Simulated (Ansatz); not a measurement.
Take AlSb in the zinc blende structure (space group F-43m, No. 216; a = 6.226 Å) as the base.

Computed with Kohn–Sham DFT with the PBE functional, run in Ansatz (an electronic-structure program) with PAW and 420 eV plane waves, no SOC.

For the base:

The band gap is 1.24 eV and the gap character is indirect, Γ → L.

It is then changed as follows: an isotropic linear strain of −2.07 %; the atoms relax in the strained cell.

Task: Estimate the effect on the band gap and gap character.

Result: The band gap decreases by 0.06 eV, from 1.24 eV to 1.18 eV; the gap character changes from indirect, Γ → L to indirect, Γ → Γ–X (92 % along).

With Sb present, leaving out spin-orbit coupling can change the band edges. No phonon test of stability was made.
